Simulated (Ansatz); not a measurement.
Write the native input for Ansatz 0.2.0 that does the following.

- Task: band structure
- Functional: r2SCAN
- Potentials or basis: Ansatz PAW
- Cutoff: 500 eV (not typed: the program's choice for these potentials)
- k mesh: 8 × 8 × 8
- Occupations: fermi-dirac, width 0.05 eV
- Spin: no spin polarisation
- Path: [["G", "X", "W", "K", "G", "L", "U", "W", "L", "K"], ["U", "X"]]
- Points for each segment of the path: 14

MgSe:

```
CELL_PARAMETERS angstrom
0.00000 2.72550 2.72550
2.72550 0.00000 2.72550
2.72550 2.72550 0.00000
ATOMIC_POSITIONS crystal
Se 0.50000 0.50000 0.50000
Mg 0.00000 0.00000 0.00000
```

The input as run:

input.yaml

```yaml
crystal:
  lattice:
    - [0.0, 2.7255, 2.7255]
    - [2.7255, 0.0, 2.7255]
    - [2.7255, 2.7255, 0.0]
  atoms:
    - { symbol: Se, position: [0.5, 0.5, 0.5] }
    - { symbol: Mg, position: [0.0, 0.0, 0.0] }
hamiltonian:
  xc: r2scan
  pseudopotentials: { kind: paw }
kpoints:
  mp_grid: { grid: [8, 8, 8] }
  band_path:
    path:
      - [[0.0, 0.0, 0.0], [0.5, 0.0, 0.5], [0.5, 0.25, 0.75], [0.375, 0.375, 0.75], [0.0, 0.0, 0.0], [0.5, 0.5, 0.5], [0.625, 0.25, 0.625], [0.5, 0.25, 0.75], [0.5, 0.5, 0.5], [0.375, 0.375, 0.75]]
      - [[0.625, 0.25, 0.625], [0.5, 0.0, 0.5]]
    npoints: 14
scf:
  occupations: { method: fermi_dirac, width: 0.05 }
  n_extra_bands: 6
output:
  forces: true
  stress: true
  eigenvalues: true
  fatbands: true
```

Potentials or basis: Ansatz PAW.

Launch:

```bash
$ ansatz run input.yaml --threads 2 --pin off --max-ram 5632MiB --backend cpu --events-out ev --progress --plain --runs-dir out
```

It gave:

```json
{"Pressure": "0.8 GPa", "Band gap on the k mesh": "2.50 eV, indirect (least direct gap 3.52 eV)", "Band gap along the path": "2.50 eV, indirect (least direct gap 3.52 eV)"}
```

Caveat: the PAW data sets come from PBE, with cores solved anew for the run's functional, which leaves a small shift of forces and pressure.

It took 4.8 s on 2 threads of Arm Neoverse V1, on a shared host, peak memory 0.36 GiB.
